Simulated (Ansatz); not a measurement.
Three antifluorite compounds, relaxed with r2SCAN in the plane-wave code Ansatz. Spin-unpolarised throughout; all numbers are computed.

```json
{"compound": "Mg2Si", "a (Å)": "6.338", "gap, HSE06 (eV)": "0.56 (Γ → X)"}
{"compound": "Mg2Sn", "a (Å)": "6.760", "gap, HSE06 (eV)": "0.20 (Γ → X)"}
{"compound": "Na2S", "a (Å)": "6.511", "gap, HSE06 (eV)": "not needed"}
```

Question: What is the misfit strain of a coherent Mg₂Si film on Na₂S?

Answer: ε∥ = (a_sub − a_film)/a_film = (6.511 − 6.338)/6.338 = +2.73 %: the film is in tension in the plane. At this size it stays coherent only while very thin.

Question: By Vegard's law, which share x of Mg₂Sn in (Mg₂Si)₁₋ₓ(Mg₂Sn)ₓ matches the substrate?

Answer: (1 − x) × 6.338 + x × 6.760 = 6.511 gives x = (6.511 − 6.338)/(6.760 − 6.338) = 0.410.

Question: Without bowing, what gap would that alloy have?

Answer: (1 − 0.410) × 0.56 + 0.410 × 0.20 = 0.41 eV with HSE06. Bowing would lower it by b x(1 − x) = 0.242 b.

Spin-orbit coupling is left out.

The meshes of the hybrids are coarse, so their gaps aren't converged to the digits shown.
